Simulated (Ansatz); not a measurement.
The cell below derives from a database structure.

Input and command of a plane-wave DFT calculation in Ansatz:

```yaml
crystal:
  lattice:
    - [-3.1851655908, -3.4007337376, 3.4496924615]
    - [-3.2423161863, 3.4728509096, -3.4317921557]
    - [3.2611853259, -3.4646056897, -3.4414473172]
  atoms:
    - { symbol: Sn, position: [0.7642620905, 0.2653769126, 0.0080300795] }
    - { symbol: Sn, position: [0.2578784212, 0.7530941888, 1.005939949] }
    - { symbol: Sn, position: [0.0014223102, 0.9950802793, 0.5012102312] }
    - { symbol: Sn, position: [0.5093554358, 0.492563241, 0.4775042061] }
    - { symbol: O, position: [0.9910499151, 0.3054581016, 0.804068241] }
    - { symbol: O, position: [0.5601553813, 0.7462717246, 0.3040366569] }
    - { symbol: O, position: [0.4917375224, 0.804417889, 0.8139094324] }
    - { symbol: O, position: [0.9350417138, 0.7484122748, 0.6870624392] }
    - { symbol: O, position: [0.0594236418, 0.2695369635, 0.3097968452] }
    - { symbol: O, position: [0.4465508574, 0.2524854717, 0.6987034259] }
    - { symbol: O, position: [0.4885277601, 0.1771777395, 0.1908119921] }
    - { symbol: O, position: [-0.0054050497, 0.6901252135, 0.1989265014] }
basis:
  ecutwfc: 420
kpoints:
  mp_grid: { grid: [4, 4, 4] }
hamiltonian:
  xc: pbe
scf:
  occupations: { method: gaussian, width: 0.1 }
  lower_state_search: "off"
output:
  forces: true
  stress: true
  eigenvalues: true
relax:
  adjacent_minimum: "off"
  f_tol: 0.025
  max_steps: 60
  cell: { stress_tol: 0.25 }
```

```bash
ansatz run input.yaml --threads 1 --pin off --max-ram 2560MiB --backend cpu --events-out ev --progress --plain --runs-dir out
```

Processor: Arm Neoverse V2, 1 thread, on a host shared with other jobs.

Question: How long does it run, and how much memory does it take?

Answer: About 2.9 min, peak memory 0.52 GiB. It solves 64 bands at 36 k points (after reduction by symmetry) with about 2975 plane waves (on the last cell), in 32 SCF iterations over 5 ionic steps.
